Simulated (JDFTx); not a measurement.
**Si: equation of state with PBE**

The system is Si.

```
Si
1.0
     0.00000    2.72185    2.72185
     2.72185    0.00000    2.72185
     2.72185    2.72185    0.00000
Si
2
Direct
  0.50000 0.50000 0.50000
  0.75000 0.75000 0.75000
```

```json
{
 "Program": "JDFTx 1.7.0 (patched build)",
 "Task": "equation of state",
 "Functional": "PBE",
 "Potentials or basis": "PseudoDojo-SR-PBE-0.5-standard",
 "Cutoff": "490 eV",
 "Density cutoff": "1959 eV",
 "k mesh": "8 × 8 × 8",
 "Occupations": "fermi-dirac, width 0.05 eV",
 "Spin": "no spin polarisation"
}
```

| Item | Value |
| --- | --- |
| Equilibrium volume | 20.45 Å³/atom |
| Bulk modulus | 88 GPa |
| Pressure derivative of the bulk modulus | 4.2 |

Energy against volume, from the lowest point:
| volume (Å³/atom) | energy (meV/atom) |
| --- | --- |
| 18.955 | 34.17 |
| 19.358 | 17.47 |
| 19.761 | 6.57 |
| 20.165 | 0.92 |
| 20.568 | 0.00 |
| 20.971 | 3.34 |
| 21.375 | 10.51 |
